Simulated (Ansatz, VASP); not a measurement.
# ZnCd3SeS3 in two plane-wave programs

Aim: how closely do two programs agree when they are given the same cell, functional and k mesh? The cell is generated by rule, not measured, and may not be a known phase. The cell is taken from a series of runs on this material, whose earlier steps may have relaxed, scaled, displaced or heated it; both programs get it as it stands.

Method: plane waves, with VASP 6.6.1 beside it; zone-centre phonons at PBEsol, in Ansatz 0.2.0.

The structure was built from a prototype and need not be the compound's stable phase.

## Step 1: The structure

Symmetry: P3m1, No. 156, trigonal system. Conventional cell: a = 4.068 Å, b = 4.068 Å, c = 13.451 Å, α = 90.00°, β = 90.00°, γ = 120.00°. Nearest to Cd lie 1 S at 2.50 Å and 3 Se at 2.58 Å. Nearest to Cd lie 4 S at 2.51 Å. Nearest to Cd lie 4 S at 2.51 to 2.52 Å. Nearest to S lie 4 Cd at 2.50 to 2.51 Å. S has 4 Cd at 2.51 Å nearest. Nearest to S lie 3 Zn at 2.43 Å and 1 Cd at 2.52 Å. Farther neighbours and most contacts between anions are not listed.

## Step 2: Ansatz: zone-centre phonons, PBEsol

Ansatz runs on its default PAW (the set named soft_2) files.

Second derivatives magnify differences that forces hide, and they need a tight electronic threshold.

Input file input.yaml:

```yaml
crystal:
  lattice:
    - [4.0681583316, 0.0, 0.0]
    - [-2.0340791658, 3.5231284617, 0.0]
    - [0.0, 0.0, 13.4509211229]
  atoms:
    - { symbol: Cd, position: [0.3333333333, 0.6666666667, 0.0019831] }
    - { symbol: Cd, position: [0.6666666667, 0.3333333333, 0.253832958] }
    - { symbol: Cd, position: [0.3333333333, 0.6666666667, 0.5068852467] }
    - { symbol: S, position: [0.3333333333, 0.6666666667, 0.188139007] }
    - { symbol: S, position: [0.6666666667, 0.3333333333, 0.4407719334] }
    - { symbol: S, position: [0.3333333333, 0.6666666667, 0.6945847439] }
    - { symbol: Se, position: [0.6666666667, 0.3333333333, 0.9225991328] }
    - { symbol: Zn, position: [0.6666666667, 0.3333333333, 0.741203878] }
kpoints:
  mp_grid: { grid: [6, 6, 2] }
hamiltonian:
  xc: pbesol
scf:
  occupations: { method: fixed }
output:
  eigenvalues: true
phonons:
  method: dfpt
  dielectric: true
  rigid_motions: translations
```

Command:

```console
> ansatz run input.yaml --threads 4 --pin off --max-ram 14336MiB --backend cpu --events-out ev --progress --plain --runs-dir out
```

Numbers of over 12 decimals in the logs are rounded to 6 here.

Output:

```text
Engine: ansatz 0.2.0, aarch64-unknown-linux-gnu
Pseudopotentials: kind: paw
Pseudopotential: Cd, paw, valence charge 20, recommended cutoff 420 eV (normal), Cd.paw.azcp
Pseudopotential: S, paw, valence charge 6, recommended cutoff 420 eV (normal), S.paw.azcp
Pseudopotential: Se, paw, valence charge 16, recommended cutoff 420 eV (normal), Se.paw.azcp
Pseudopotential: Zn, paw, valence charge 12, recommended cutoff 420 eV (normal), Zn.paw.azcp
Functional definition: PBEsol
  exchange = pbesol_x
  correlation = pbesol_c
Crystal: 8 atoms, lattice volume = 192.787 Å³
Basis set: ecut = 420 eV, 3789 PW (Γ), exchange–correlation on 60×60×180 points (8 copies of the dense FFT grid, shifted against one another)
Bands: 64, of which v1, the nominal top of the filled ones, is band 53 counted from 1 (52 counted from 0)
Symmetry: 6 space group operations
k-points: 26 of 72 (irreducible under 2 space group operations, time reversal used)
Non-local potential: Cd, projectors of the file, l = 0: 3, l = 1: 2, l = 2: 2, l = 3: 1
Non-local potential: S, projectors of the file, l = 0: 2, l = 1: 2, l = 2: 2
Non-local potential: Se, projectors of the file, l = 0: 2, l = 1: 2, l = 2: 3, l = 3: 1
Non-local potential: Zn, projectors of the file, l = 0: 2, l = 1: 2, l = 2: 3, l = 3: 1
PAW form: soft (Blöchl's): semilocal exchange-correlation on the pseudo side does not see the compensation charge
PAW frozen core: Cd, regenerated for the run's functional, and the local potential with it (the file was generated under x = pbe(κ = 0.804, μ = 0.219515), c = pbe(β = 0.066725))
PAW frozen core: S, regenerated for the run's functional, and the local potential with it (the file was generated under x = pbe(κ = 0.804, μ = 0.219515), c = pbe(β = 0.066725))
PAW frozen core: Se, regenerated for the run's functional, and the local potential with it (the file was generated under x = pbe(κ = 0.804, μ = 0.219515), c = pbe(β = 0.066725))
PAW frozen core: Zn, regenerated for the run's functional, and the local potential with it (the file was generated under x = pbe(κ = 0.804, μ = 0.219515), c = pbe(β = 0.066725))
PAW one-centre angular grid: Cd, 590 points (default); XC on 64 Gauss nodes
PAW one-centre angular grid: S, 110 points (default); XC on 64 Gauss nodes
PAW one-centre angular grid: Se, 590 points (default); XC on 64 Gauss nodes
PAW one-centre angular grid: Zn, 590 points (default); XC on 64 Gauss nodes
Initial density: superposition of atomic densities (neutral atoms: chi_scale 0, normalization atom), corrected by the library's trained network
Initial wavefunctions: pseudopotential atomic-orbital guess
Functional: x = pbesol(κ = 0.804, μ = 0.123457), c = pbesol(β = 0.046)
SCF iter   1: F=—  HF=-35916.964026 eV  |F-HF|=—  |Δ(HF+E_count)|=         —  Δρ=4.91e-3  dr2=6.03e-2  ethr=1.77e-3  ⟨swp⟩=5.0  Hψ=5030  notcnv=0  defer=225
preconditioner: auto → Resta (q_TF=auto, 2.469 Å⁻¹)  ε∞=5.1  [insulator: Δε(μ)=0.639 eV  Ē_g=11.232 eV  n_scr=52 (ndim 8)  ℏωp=22.7 eV  f_vac=0.121  ε∞_Penn≈5.1]
SCF iter   2: F=—  HF=-35916.949575 eV  |F-HF|=—  |Δ(HF+E_count)|=   1.45e-2  Δρ=1.87e-3  dr2=1.07e-2  ethr=5.69e-5  ⟨swp⟩=2.6  Hψ=2693  notcnv=0  defer=234
SCF iter   3: F=—  HF=-35916.947268 eV  |F-HF|=—  |Δ(HF+E_count)|=   2.31e-3  Δρ=7.36e-4  dr2=9.66e-4  ethr=1.01e-5  ⟨swp⟩=2.1  Hψ=2490  notcnv=0  defer=234
SCF iter   4: F=—  HF=-35916.947147 eV  |F-HF|=—  |Δ(HF+E_count)|=   1.20e-4  Δρ=3.65e-4  dr2=2.57e-4  ethr=9.12e-7  ⟨swp⟩=2.0  Hψ=2222  notcnv=0  defer=228
SCF iter   5: F=—  HF=-35916.947224 eV  |F-HF|=—  |Δ(HF+E_count)|=   7.63e-5  Δρ=1.29e-4  dr2=5.14e-5  ethr=2.42e-7  ⟨swp⟩=2.0  Hψ=1977  notcnv=0  defer=150
SCF iter   6: F=—  HF=-35916.947277 eV  |F-HF|=—  |Δ(HF+E_count)|=   5.33e-5  Δρ=4.74e-5  dr2=5.45e-6  ethr=4.85e-8  ⟨swp⟩=2.0  Hψ=2601  notcnv=0  defer=129
SCF iter   7: F=—  HF=-35916.947345 eV  |F-HF|=—  |Δ(HF+E_count)|=   6.78e-5  Δρ=1.57e-5  dr2=6.45e-7  ethr=5.14e-9  ⟨swp⟩=2.0  Hψ=2601  notcnv=0  defer=129
SCF iter   8: F=—  HF=-35916.947346 eV  |F-HF|=—  |Δ(HF+E_count)|=   1.04e-6  Δρ=5.90e-6  dr2=8.47e-8  ethr=6.09e-10  ⟨swp⟩=2.0  Hψ=2601  notcnv=0  defer=129
SCF iter   9: F=—  HF=-35916.947346 eV  |F-HF|=—  |Δ(HF+E_count)|=   1.89e-7  Δρ=2.13e-6  dr2=1.04e-8  ethr=7.99e-11  ⟨swp⟩=2.0  Hψ=2601  notcnv=0  defer=129
SCF iter  10: F=—  HF=-35916.947346 eV  |F-HF|=—  |Δ(HF+E_count)|=   1.78e-8  Δρ=4.81e-7  dr2=5.76e-10  ethr=9.78e-12  ⟨swp⟩=2.0  Hψ=2434  notcnv=0  defer=129
SCF iter  11: F=-35916.947346 eV  HF=-35916.947346 eV  |F-HF|=7.28e-12  |Δ(HF+E_count)|=  6.26e-10  Δρ=2.23e-7  dr2=9.80e-11  ethr=1.00e-12  ⟨swp⟩=13.0  Hψ=10092  notcnv=0
SCF 1 converged in 11 iterations: F = -35916.947346 eV  dr2 = 9.80e-11
  greatest PAW one-centre occupation: 1.000 electrons in one spin orbital (limit 2), on the Cd atom at site 0 (counted from 0), in its partial waves of l = 0
[...]
SCF converged after 11 iterations
Free energy (F): -35916.947346 eV
Harris-Foulkes:  -35916.947346 eV  (|F-HF|=7.28e-12)
Internal energy: -35916.947346 eV  (E = F + TS)
E sigma→0 (E₀):  -35916.947346 eV
Fermi energy:    7.238359 eV
--- Per-component energies (eV) ---
  E_band       = -1898.679311
  E_kinetic    = 2084.416138
  E_local      = -17177.855526  (includes V_loc(G=0)·N_el)
  E_nonlocal   = 219.489272
  E_hartree    = 7931.956468
  E_xc         = -1052.730291
  E_vxc        = -1074.554776  (∫ρ·V_xc dr)
  E_paw        = -17454.226548  (= ΣΔE_a)
  E_vpaw       = -1814.086131  (= ΣTr[D̂ρ^β])
  E_aug_tail   = -0.000917  (compensation charges beyond the density's cutoff)
  E_ewald      = -10471.013474
  E_core_change = 3.017532  (= ΣΔE_core)
  E_smearing   = -0.000000  (= −TS)
  E_closure    = -0.000000  (closes the sum)
  Σ components = -35916.947346   (vs F -35916.947346, Δ=0.00e0)
--- Band table (eV; the first three rows and the last of 26) ---
  k-point 0: bands = [... 49 lower, 6.5946, 6.7418, 7.2384, 7.2384, 7.9068, 9.2516, 9.6560, 10.0941, ... 7 higher]
  k-point 1: bands = [... 49 lower, 6.6386, 6.6386, 7.2263, 7.2263, 8.7268, 8.9025, 9.5240, 10.0249, ... 7 higher]
  k-point 2: bands = [... 49 lower, 6.0167, 6.3450, 6.6182, 6.9993, 9.1058, 10.1111, 10.4521, 10.8092, ... 7 higher]
  k-point 25: bands = [... 49 lower, 5.2888, 5.5863, 5.7023, 5.8565, 10.4309, 10.6522, 11.2617, 11.4918, ... 7 higher]
--- Phonons (Γ-DFPT): 16 representative perturbations + reference, on 26 of 72 k-points (Σ response iterations 59) ---
  k mesh reduced under 2 symmetry operations, with k and −k counted as one. Each operation leaves every solved perturbation unchanged. A smaller set is not considered because the run solves the response to a homogeneous field
  ASR residual: 1.961e-4 → 0.000e0 eV/Å²; symmetrization residual: 5.093e-5 eV/Å²
  ASR residual per site (eV/Å²): 2.65e-5 5.72e-5 3.40e-5 4.18e-5 1.07e-4 7.45e-5 2.67e-5 1.96e-4
  Γ frequencies (cm⁻¹): 0.00 0.00 0.00 32.32 32.32 35.95 35.95 46.81 46.81 98.78 107.66 147.99 184.95 184.95 212.66 212.66 214.75 242.93 242.93 249.35 249.35 260.21 296.20 301.85
  ε∞ (high-frequency dielectric tensor):
        6.662942     0.000000     0.000000
        0.000000     6.662942     0.000000
        0.000000     0.000000     6.756641
  ε⁰ (static dielectric tensor: ions relaxed, cell fixed):
       10.106230     0.000000     0.000000
        0.000000    10.106230     0.000000
        0.000000     0.000000    10.159813
  ε⁰ − ε∞ (ionic part):
        3.443287     0.000000     0.000000
        0.000000     3.443287     0.000000
        0.000000     0.000000     3.403172
  softest optical mode at Γ: 32.32 cm⁻¹; the repairs (sum rule, projections) moved no ω² at Γ by more than (3.36 cm⁻¹)²
  Born effective charges Z* (e; rows j = field, columns β = displacement):
    site 0:
         2.01675   -0.00000    0.00000
        -0.00000    2.01675    0.00000
         0.00000    0.00000    2.15248
    site 1:
         2.06845    0.00000    0.00000
         0.00000    2.06845   -0.00000
         0.00000    0.00000    2.30426
    site 2:
         2.06695   -0.00000    0.00000
        -0.00000    2.06695   -0.00000
         0.00000   -0.00000    2.25895
    site 3:
        -2.08014   -0.00000   -0.00000
        -0.00000   -2.08014    0.00000
        -0.00000   -0.00000   -2.28834
    site 4:
        -2.05544    0.00000   -0.00000
         0.00000   -2.05544    0.00000
        -0.00000    0.00000   -2.34668
    site 5:
[...]
site 6:
[...]
site 7:
[...]
Z* charge neutrality: 3.422e-2 e pre-enforcement
  solved inside a basis spanned on kpoints, on 18×18×6 k-points, which do not settle them: ε∞ is read to err by 1.0e-1, Z* by 5.2e-2 e (field_mesh: kpoints solves on kpoints); Z* is corrected for what the basis lacks
  optical modes at Γ without the LO–TO term, one row a degenerate level:
      ω (cm⁻¹)  modes    IR ((D/Å)²/amu)
[...]
optical modes at Γ + LO–TO along q̂ = [1.0000, 0.0000, 0.0000]:
      ω (cm⁻¹)  modes    IR ((D/Å)²/amu)
[...]
optical modes at Γ + LO–TO along q̂ = [0.0000, 1.0000, 0.0000]:
      ω (cm⁻¹)  modes    IR ((D/Å)²/amu)
[...]
optical modes at Γ + LO–TO along q̂ = [0.0000, 0.0000, 1.0000]:
      ω (cm⁻¹)  modes    IR ((D/Å)²/amu)
[...]
184.95      2             4.6177
        212.66      2            11.1491
        230.81      1             1.8409
        242.93      2            13.8104
        249.35      2             0.2345
        293.56      1             7.0321
        298.64      1             7.3802
        301.94      1             0.3334
```

The column dr2 measures how far the density is from self-consistency, as an energy; F and HF (Harris–Foulkes) agree once it is small.

(Part 1 of 3 ends here.)

[Lines on the potential files, build, host, timing and source positions are cut from VASP's logs without a mark.]

[Logs are printed without paths, hosts, clocks, repeated set-up lines and the standing remarks that a program may print on its own settings, such as how far it seeks lower states.]

[Hosts, paths, dates, database ids (printed as entryN), source tags and the programs' standing remarks are cut or masked in the printed files.]
